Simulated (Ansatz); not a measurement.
LiH (CsCl type) from LDA to hybrids

All numbers come from Ansatz. Simulation only: spin-unpolarised, and no claim that this is the phase found in nature.

The cell is LiH (CsCl type); cell and atoms were relaxed with r2SCAN. Around Li lie 8 H at 2.17 Å; around H lie 8 Li at 2.17 Å.

Space group Pm-3m (No. 221). a = 2.502 Å, b = 2.502 Å, c = 2.502 Å, α = 90.00°, β = 90.00°, γ = 90.00°
```csv
atom,site,symmetry,x,y,z
Li,1a,m-3m,0.0000,0.0000,0.0000
H,1b,m-3m,0.5000,0.5000,0.5000
```

Relaxed lattice by functional, symmetry kept:
```
functional    k mesh  a (Å)  volume (Å³/atom)
       PBE  12×12×12  2.506              7.87
    r2SCAN  10×10×10  2.502              7.83
    PBEsol  10×10×10  2.491              7.73
       LDA  10×10×10  2.447              7.33
     HSE06     6×6×6  2.497              7.79
```

On this one geometry the levels give:
```
                                    level    k mesh  gap (eV)      kind         edges  least direct gap (eV)        rough cost
                                      LDA  10×10×10      0.36  indirect         R → X                   3.85  0.5 core-seconds
                                      PBE  10×10×10      0.71  indirect         R → X                   4.22  0.7 core-seconds
                                   r2SCAN  10×10×10      1.12  indirect         R → X                   4.92  1.1 core-seconds
                                  r2SCANh     8×8×8      1.64  indirect         R → X                   5.52   28 core-seconds
                                    HSE06     8×8×8      1.41  indirect         R → X                   5.27   20 core-seconds
                                 DDH-PBE0     8×8×8      1.95  indirect         R → X                   5.75   23 core-seconds
                                     PBE0     8×8×8      2.13  indirect         R → X                   5.97   19 core-seconds
 G0W0@PBE (46 empty bands, 120 eV, 6×6×6)     6×6×6      2.08         –  R → X (mesh)                      –    4 core-seconds
G0W0@PBE (116 empty bands, 220 eV, 6×6×6)     6×6×6      2.25         –  R → X (mesh)                      –   16 core-seconds
```
PBE: smearing of 0.02 eV; the others have fixed occupations.
Wave cutoffs: 420 eV, 500 eV (r2SCAN, r2SCANh).
The G0W0 gap is PBE's gap over the path plus the quasiparticle shift read on the mesh. No extrapolation in bands, cutoff or mesh was made for G0W0.
Costs come from shared machines and give only the order; PBE's includes the band path.

HSE06 gives an indirect gap of 1.41 eV, from R to X; the least direct gap is 5.27 eV at M.

Taking G0W0@PBE (116 empty bands, 220 eV, 6×6×6), 2.25 eV, as the yardstick (a computed one, not at the basis limit), PBE0 comes nearest, -0.12 eV off, at about 18 times r2SCAN's cost; G0W0 itself took about 15 times r2SCAN's cost. The others: DDH-PBE0 -0.30, r2SCANh -0.61, HSE06 -0.84, r2SCAN -1.13, PBE -1.54, LDA -1.89 eV. The yardstick still moved by +0.17 eV in its last step of bands and cutoff, so this order can change. r2SCAN covers 60 % of the step from PBE to HSE06, while HSE06 needs about 19 times r2SCAN's cost (on a coarser mesh). Among these functionals the gap stays indirect.

r2SCAN (ground state on 8×8×8): The clamped-ion dielectric constant comes out as 4.13 in all directions. Born charges, averaged over directions: Li +1.08, H -1.08 e. PBE (ground state on 8×8×8): The clamped-ion dielectric constant comes out as 4.57 in all directions. Born charges, averaged over directions: Li +1.09, H -1.09 e.

On the PBEsol cell (a = 2.491 Å), with PBEsol: The optical mode at Γ lies at 261 cm⁻¹ without the longitudinal term. With the long-range field the highest mode reaches 976 cm⁻¹. The program warns that the force constants, and all that is formed from them, aren't settled on this k mesh. ε∞: 4.78 in all directions. With the ions relaxed, ε⁰ is 67 in all directions. Born charges, averaged over directions: Li +1.08, H -1.08 e.

The meshes of the hybrids are coarse, so their gaps aren't converged to the digits shown.
